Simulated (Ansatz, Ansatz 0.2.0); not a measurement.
# Progress notes: trying to calculate the Sommerfeld coefficient of ZrRe2

*A first attempt by someone new to these calculations. It holds errors of set-up and of interpretation; a review follows at the end.*

## The measurement

The number I want to reproduce is the electronic specific heat coefficient $\gamma$ of the superconductor ZrRe$_2$. It comes from "Weakly Coupled Type-II Superconductivity in a Laves compound ZrRe2" (2024, arXiv:2407.10268). The sample was an arc-melted polycrystal, not annealed. Its heat capacity was measured at low temperature in a field of 12 T, which keeps it in the normal state, and $\gamma$ was extrapolated from there. The value includes the electron-phonon enhancement. The lattice constants $a$ and $c$ are from powder X-ray diffraction at room temperature.

A second paper, "Time-Reversal Symmetry Breaking in Re-Based Kagome Lattice Superconductor" (2024, arXiv:2409.10941), also worked on an arc-melted polycrystal and gives a somewhat higher $\gamma$, again with the enhancement included.

| compared with | measured | source's wording or label | T (K) | method |
| --- | --- | --- | --- | --- |
| γ (mJ/(mol K²)) | 11.2074 | normal-state electronic specific heat coefficient, 12 T | – | low-temperature heat capacity * |
| a (Å) | 5.2682 ± 0.0005 | a | room temperature | powder XRD, Rietveld refinement |
| c (Å) | 8.6304 ± 0.0005 | c | room temperature | powder XRD, Rietveld refinement * |
| c (Å) | 8.636 ± 0.002 | c | – | powder XRD, Rietveld refinement |
| γ (mJ/(mol K²)) | 12.9 ± 0.4 | 12.9 ± 0.4 mJ/(mol K^2) | – | low-temperature specific heat |

Where a quantity has several values, deviations refer to the one marked *.

Conditions are those given with the value in the passage it was taken from; "not stated" means there, and the paper may say more elsewhere. The values are a selection: others may have been left out beforehand as unlike or outlying.

## Model and target

I want to calculate $\gamma$ from the density of states at the Fermi level and get within 10 % of the 11.2 mJ/(mol K²) in the first paper. I chose 10 % because it sounds like decent agreement. The model is the hexagonal cell with 12 atoms from the Crystallography Open Database. I will let the program relax it, read off $\gamma$, and compare it directly with the measured number. The lattice constants come out of the same calculation, so I will look at those too. I plan to start with light settings and only make them heavier if the result is off.

System: ZrRe2, hexagonal C14 Laves (MgZn2-type); P6_3/mmc (No. 194), 12 atoms in the primitive cell; the database structure is a diffraction structure: a = 5.261 Å, c = 8.593 Å; structure from the Crystallography Open Database.

## 1. A first value with one k-point

The tutorial I worked through was about a molecule in a box, and it used a single k-point. I have kept that here, with LDA and the default cutoff. Twelve atoms is about the size of that molecule, so I expect one point to be enough, and it should be quick. The density of states gets a mesh twice as dense, which I take to be the careful part.

**Run 1.** Ansatz 0.2.0: LDA, cell and atoms relaxed in a first step at this level from the database structure (its input isn't shown), PAW set soft_2, cutoff 420 eV (default), 1x1x1 k mesh, Gaussian smearing 0.1 eV; density of states on a mesh twice as dense, bare value read at that mesh's own Fermi level (tetrahedra).

Key lines of the input:
```
crystal:
  # lattice and atoms
kpoints:
  mp_grid: { grid: [1, 1, 1] }
hamiltonian:
  xc: lda
scf:
  occupations: { method: gaussian, width: 0.1 }
  n_extra_bands: 24
output:
  forces: true
  stress: true
  dos: { de: 0.005, nscf_kmesh: { grid: [2, 2, 2] } }
```

Command:
```
ansatz run input.yaml --threads 4 --pin off --max-ram 16384MiB --backend cpu --events-out ev --progress --plain --runs-dir out
```

Selected lines of the output:
```
Basis set: ecut = 420 eV, 4049 PW (Γ) [...]
k-points: 1
SCF 1 converged in 10 iterations: F = -101170.387164 eV  dr2 = 7.96e-9
NSCF: frozen V_eff on 4 k-points
Free energy (F): -101170.387164 eV
  P = ⅓ Tr σ = 0.0134 GPa (0.134 kbar)
# fermi_ev = 19.757261
# fermi_mp_grid = 2 2 2
# fermi_mp_shift = 0 0 0
# tetrahedron_fermi_ev = 19.722205
```

Converged; 15 s on 4 cores of Arm Neoverse V1, shared host.

| quantity | run 1 | measured | deviation |
| --- | --- | --- | --- |
| γ (mJ/(mol K²)) | 5.9083 | 11.2074 | −5.2991 (−47.3 %) |
| a (Å) | 4.7135 | 5.2682 ± 0.0005 | −0.5547 (−10.5 %) |
| c (Å) | 10.6895 | 8.6304 ± 0.0005 | +2.0591 (+23.9 %) |
| N(E_F) per formula unit (states/eV) | 2.507 |  |  |
| conventional cell volume (Å³) | 205.68 |  |  |
| pressure (GPa) | 0.01339 |  |  |

The run converged and the pressure is almost zero, so I take the relaxed cell to be right for LDA. It doesn't look like the measured one, though: $a$ is 10.5 % too short and $c$ is 23.9 % too long. The two errors nearly cancel in the volume, so I think the atoms have the right amount of room and only the shape is off. $\gamma$ comes out at about half the measured value. Since the energy settled in 10 iterations, I don't think the single k-point is the problem. I blame the cutoff, which I had left at its default.

## 2. Raising the cutoff

I am setting the cutoff to 500 eV with the line `ENCUT: 500`, which I know from a tutorial for another program. I am also putting in a 9x9x4 mesh, because the examples for metals all seem to have a lot of k-points. This run is only the relaxation. I expect the higher cutoff to bring $a$ and $c$ back to the measured values, and then $\gamma$ should follow.

**Run 2.** Ansatz 0.2.0: LDA, cell and atoms relaxed from the database structure, cutoff left to the files' default, 9x9x4 k mesh, Gaussian smearing 0.1 eV; cutoff typed as ENCUT: 500; the relaxation is the first step.

Key lines of the input:
```
crystal:
  # lattice and atoms
kpoints:
  mp_grid: { grid: [9, 9, 4] }
hamiltonian:
  xc: lda
scf:
  occupations: { method: gaussian, width: 0.1 }
output:
  forces: true
  stress: true
relax:
  adjacent_minimum: "off"
  f_tol: 0.005
  max_steps: 60
  cell: { stress_tol: 0.03 }
basis:
  ENCUT: 500
```

Selected lines of the output:
```
Error: YAML parse error: error: line 35 column 3: unknown field `ENCUT`, expected one of ecutwfc, ecutrho_ratio, smooth_cutoff_half_width, xc_grid, low_memory, fft_grid_basis, precision [...]
  --> <input>:35:3
   |
33 |   cell: { stress_tol: 0.03 }
34 | basis:
35 |   ENCUT: 500
   |   ^ unknown field `ENCUT`, expected one of ecutwfc, ecutrho_ratio, smooth_cutoff_half_width, xc_grid,
```

Input refused; 4 cores of Arm Neoverse V1, shared host.

The program refused the input, so there is no new cell. It doesn't know `ENCUT`. The first name in its list of accepted fields is `ecutwfc`, so I will use that for the cutoff.

## 3. Testing the cutoff from below

With the 9x9x4 mesh each step will take longer, so I am going down to 290 eV instead of up to 500 eV. This should still test my idea about the cutoff: if it is what spoiled the cell, a lower one must make $a$ and $c$ worse than in the first run. I am adding the density of states again, to get a $\gamma$ from the same calculation.

**Run 3.** Ansatz 0.2.0: LDA, cell and atoms relaxed in a first step at this level from the database structure (its input isn't shown), PAW set soft_2, cutoff 290 eV, 9x9x4 k mesh, Gaussian smearing 0.1 eV; density of states on a mesh twice as dense, bare value read at that mesh's own Fermi level (tetrahedra).

Key lines of the input:
```
crystal:
  # lattice and atoms
kpoints:
  mp_grid: { grid: [9, 9, 4] }
hamiltonian:
  xc: lda
scf:
  occupations: { method: gaussian, width: 0.1 }
  n_extra_bands: 24
output:
  forces: true
  stress: true
  dos: { de: 0.005, nscf_kmesh: { grid: [18, 18, 8] } }
basis:
  ecutwfc: 290.0
```

Selected lines of the output:
```
Basis set: ecut = 290 eV, 2273 PW (Γ) [...]
SCF 1 converged in 6 iterations: F = -101173.376523 eV  dr2 = 7.14e-8
```

Converged; took 2.5 min. Warnings: another step: cutoff_below_recommended; cutoff_below_recommended.

| quantity | run 3 | measured | deviation |
| --- | --- | --- | --- |
| γ (mJ/(mol K²)) | 6.1460 | 11.2074 | −5.0614 (−45.2 %) |
| a (Å) | 5.2171 | 5.2682 ± 0.0005 | −0.0511 (−1.0 %) |
| c (Å) | 8.5618 | 8.6304 ± 0.0005 | −0.0686 (−0.8 %) |
| N(E_F) per formula unit (states/eV) | 2.607 |  |  |
| conventional cell volume (Å³) | 201.82 |  |  |
| pressure (GPa) | −0.00218 |  |  |

This is the opposite of what I predicted. With the lower cutoff, $a$ and $c$ are within about 1 % of the measured values, where the first run was off by 10.5 % and 23.9 %. So the cutoff was the problem after all, but it was too high, not too low.

$\gamma$ has only gone from 5.91 to 6.15 mJ/(mol K²), still 45.2 % below the experiment. Both lattice constants are still slightly short, and I think this is what holds $\gamma$ down: the atoms are squeezed together, so the electrons have less freedom to take up heat.

## 4. Starting from a larger cell

To get a larger cell at the end, I am starting from lattice vectors stretched by 4 %. I am allowing only 3 ionic steps, so that the relaxation can't pull everything back to the small cell. The cutoff goes back to the default, because if the starting size is what matters, it should work there too. I expect $a$ and $c$ to stop close to the measured values, and I can work on $\gamma$ from that cell.

**Run 4.** Ansatz 0.2.0: LDA, cell and atoms relaxed from the database structure, PAW set soft_2, cutoff 420 eV (default), 9x9x4 k mesh, Gaussian smearing 0.1 eV; started from lattice vectors 1.04 times the database's, at most 3 ionic steps; the relaxation is the first step.

Key lines of the input, as changed from run 2:
```diff
  crystal:
-   # lattice and atoms
+   lattice:
+     - [5.47144, 0.0, 0.0]
+     - [-2.73572, 4.7384060353, 0.0]
+     - [0.0, 0.0, 8.93672]
+   # atoms
  relax:
-   max_steps: 60
+   max_steps: 3
- basis:
-   ENCUT: 500
```

Selected lines of the output:
```
Basis set: ecut = 420 eV, 3971 PW (Γ) [...]
k-points: 36 of 324
SCF iter   6: F=—  HF=-101175.226602 eV  |F-HF|=—  |Δ(HF+E_count)|=   2.08e-8  Δρ=1.60e-6  dr2=4.40e-9  [...]
SCF iter   7: F=—  HF=-101175.226602 eV  |F-HF|=—  |Δ(HF+E_count)|=  6.84e-10  Δρ=2.47e-7  dr2=1.15e-10  [...]
SCF iter   8: F=-101175.226602 eV  HF=-101175.226602 eV  |F-HF|=4.37e-11  |Δ(HF+E_count)|=  5.82e-11  Δρ=4.35e-8  dr2=3.87e-12  [...]
relax step   1: F+E_penalty+E_count = -101171.96805427 eV  [...]  max|allowed force component| = 7.200e-1 eV/Å  [...]  P = -28.897 GPa  Ω = 231.693 Å³  (7 SCF iters, dr2 threshold 1.00e-7 [...]
relax step   2: F+E_penalty+E_count = -101175.20288534 eV  [...]  max|allowed force component| = 3.706e-1 eV/Å  [...]  P = +2.079 GPa  Ω = 199.866 Å³  [...]
relax step   3: F+E_penalty+E_count = -101175.22660180 eV  [...]  max|allowed force component| = 2.098e-1 eV/Å  [...]  P = -0.116 GPa  Ω = 201.417 Å³  [...]
variable-cell relaxation did not converge after 3 steps: max|allowed force component| = 2.10e-1 eV/Å (threshold 5.0e-3), largest principal stress residual = 6.08e-1 GPa on the free part of [...]
```

Not converged; took 44 s.

The relaxation stopped after 3 steps without converging, so I have no $\gamma$ from it. The stretched cell didn't last either: the volume fell from 231.693 to 199.866 Å³ in one step and ended at 201.417 Å³, about where the 290 eV run finished. I conclude that 3 steps were still too many, and that relaxing the cell is what keeps spoiling $\gamma$.

## 5. Keeping the database cell fixed

I am now using the database cell as it is and letting only the atoms move. It is larger than the cell from the 290 eV run and closer to the measured one, so the electrons should get back the freedom they were missing. For the density of states I am keeping the 9x9x4 mesh of the main calculation, since the denser mesh didn't bring $\gamma$ up to the experiment last time. I expect $\gamma$ to come out close to 11 mJ/(mol K²).

**Run 5.** Ansatz 0.2.0: LDA, atoms relaxed in a first step at this level (its input isn't shown) in the database cell, PAW set soft_2, cutoff 420 eV (default), 9x9x4 k mesh, Gaussian smearing 0.1 eV; density of states on the SCF mesh, bare value read at that mesh's own Fermi level (tetrahedra).

Key lines of the input, as changed from run 3:
```diff
  output:
-   dos: { de: 0.005, nscf_kmesh: { grid: [18, 18, 8] } }
- basis:
-   ecutwfc: 290.0
+   dos: { de: 0.005, nscf_kmesh: { grid: [9, 9, 4] } }
```

Selected lines of the output:
```
  P = ⅓ Tr σ = -6.1296 GPa (-61.296 kbar)
```

Converged; took 75 s. Warnings: another step: stress_scf_threshold_loose.

| quantity | run 5 | measured | deviation |
| --- | --- | --- | --- |
| γ (mJ/(mol K²)) | 6.4822 | 11.2074 | −4.7252 (−42.2 %) |
| N(E_F) per formula unit (states/eV) | 2.750 |  |  |
| pressure (GPa) | −6.12964 |  |  |

$\gamma$ is 6.48 mJ/(mol K²), still 42.2 % below the experiment and far from the 11 I expected. It is a little higher than the 6.15 from the 290 eV run, so I still think a larger cell is what raises $\gamma$.

The pressure is −6.13 GPa, whereas it was almost zero in the two relaxed cells that gave a $\gamma$. I read this as the database cell being under strain, and I think the strain is holding back the rest of the increase. The measured sample was under no such pressure, so I don't consider this a fair comparison with the experiment. I have no further idea how to get a cell that is both large and free of pressure, and I am stopping here with 6.48 as my best value, because it is the closest to the measured one.

## Collected results

| run | settings | γ (mJ/(mol K²)) | a (Å) | c (Å) | cost | status |
| --- | --- | --- | --- | --- | --- | --- |
| 1 | LDA, PAW set soft_2, cutoff 420 eV (default), 1x1x1 k mesh, density of states on a mesh twice as dense | 5.9083 | 4.7135 | 10.6895 | 61 core-s |  |
| 2 | LDA, cutoff left to the files' default, 9x9x4 k mesh, cutoff typed as ENCUT: 500, the relaxation is the first step | – | – | – | – | input refused |
| 3 | LDA, PAW set soft_2, cutoff 290 eV, 9x9x4 k mesh, density of states on a mesh twice as dense | 6.1460 | 5.2171 | 8.5618 | 9.9 core-min |  |
| 4 | LDA, PAW set soft_2, cutoff 420 eV (default), 9x9x4 k mesh, at most 3 ionic steps, the relaxation is the first step | – | – | – | 2.9 core-min | not converged |
| 5 | LDA, PAW set soft_2, cutoff 420 eV (default), 9x9x4 k mesh, density of states on the SCF mesh | 6.4822 | – | – | 5 core-min |  |
|  | measured | 11.2074 | 5.2682 ± 0.0005 | 8.6304 ± 0.0005 |  |  |

## Where I got to

I did not reach my target of 10 %. The best $\gamma$ I have is 6.48 mJ/(mol K²), from the database cell with only the atoms relaxed, against 11.2 in the experiment. The other two values, 5.91 and 6.15, are lower still.

The lattice constants went better. With the cutoff at 290 eV both came within about 1 % of the measured ones, so I would keep that cutoff for this compound. The single k-point gave nearly the same $\gamma$ as the large mesh, and I take this to mean that k-points matter little for $\gamma$ and that one is enough for a quick look.

My conclusion is that $\gamma$ depends mainly on the size of the cell, and that LDA makes the cell too small to give the measured value. I don't know how to get the larger cell without the negative pressure. For now I would put 6.5 mJ/(mol K²) in our summary as the calculated value, with a note that the strain in the cell makes it too low.

## Review

Further runs made for the review:

| reviewer's run | settings | γ (mJ/(mol K²)) | a (Å) | c (Å) | cost | status |
| --- | --- | --- | --- | --- | --- | --- |
| R1 | LDA, PAW set soft_2, cutoff 420 eV (default), 9x9x4 k mesh, density of states on a mesh twice as dense | 6.0956 | 5.2117 | 8.5587 | 8.9 core-min |  |
| R2 | LDA, atoms relaxed in a first step at this level (its input isn't shown) in the database cell, PAW set soft_2, cutoff 420 eV (default), 9x9x4 k mesh, density of states on a mesh twice as dense | 6.1238 | – | – | 6.2 core-min | warnings: another step: stress_scf_threshold_loose |
| R3 | r2SCAN, PAW set soft_2, cutoff 500 eV (default), 9x9x4 k mesh, density of states on a mesh twice as dense | 5.4444 | 5.2715 | 8.6558 | 24 core-min |  |
|  | measured | 11.2074 | 5.2682 ± 0.0005 | 8.6304 ± 0.0005 |  |  |

The target was unsuitable from the start. The calculated $\gamma$ is bare, while the measured one includes electron-phonon enhancement, so a sound bare value should fall well below 11.2 mJ/(mol K²). Nor should settings be made heavier only when a result disappoints; convergence has to be tested either way.

Run 1 used one k-point for a metal, and doubling that mesh for the density of states was still far too coarse. The distorted cell was the sign. Quick self-consistency and near-zero pressure say nothing about k-point convergence, and the plausible volume is chance. At the same default cutoff, a 9x9x4 mesh gives $a$ = 5.212 Å and $c$ = 8.559 Å (R1) for 8.9 core-minutes. The cutoff was not to blame.

Run 2 failed on another program's keyword. The beginner read the error correctly, and the denser mesh was the right change.

Run 3 changed mesh and cutoff together, so it could not test the cutoff. The mesh repaired the cell. The warning about the low cutoff called for a comparison at the default: $\gamma$ is then 6.10 instead of 6.15 (R1). The harm is small, but 290 eV saved no time and is no setting to recommend.

Run 4 allowed too few steps, not too many, as the remaining forces and the program's message show. A stretched start is no way to choose a final cell; the relaxation should have been allowed to finish. With no $\gamma$ from this run, it could not show that relaxation spoils $\gamma$.

Fixing the cell in run 5 was reasonable, but dropping the denser density-of-states mesh because it hadn't raised $\gamma$ was not. Restoring it lowers $\gamma$ from 6.48 to 6.12 (R2), for 6.2 core-minutes instead of 5. That is only 0.03 above the relaxed LDA cell (R1), so the supposed effect of cell size was almost entirely a mesh error. $\gamma$ follows the density of states at the Fermi level, not the electrons' "room". The negative pressure means that LDA prefers a smaller cell; it doesn't show strain in the sample, make the comparison unfair or explain the low $\gamma$. The stress warning concerns a quantity that a fixed-cell relaxation doesn't use.

The final ranking by closeness to experiment therefore rewards an error. Run 1's similar $\gamma$ is also chance, not evidence that one k-point is enough. A larger cell without negative pressure is available from another functional: r2SCAN relaxes to $a$ = 5.272 Å and $c$ = 8.656 Å, yet gives a $\gamma$ of only 5.44 (R3).

The summary should give about 6.1 mJ/(mol K²) as the bare LDA value (R1, R2), without the note about strain but with the caveat that convergence beyond the doubled density-of-states mesh is not shown in this report. The lattice constants are reproduced well, within about 1 % by LDA (R1) and 0.3 % by r2SCAN (R3). With the reported $\lambda$ = 0.69, $\gamma$ becomes roughly 10 in LDA (R1) and 9 in r2SCAN (R3), which accounts for most of the gap. The remainder is unexplained: spin-orbit coupling is missing, $\lambda$ is itself an estimate from the measured transition and Debye temperatures, and the two measurements, 11.2 and 12.9, disagree.

[Logs are printed without paths, hosts, clocks, repeated set-up lines and the standing remarks that a program may print on its own settings, such as how far it seeks lower states.]

[The runs shown are a pick from a larger set of finished runs; failed, doubtful and other runs were left out of it ahead of writing. So were measured values far from every level or from commonly accepted values, and agreement can look better than it is. Lines of input and output are excerpts and may be shortened.]
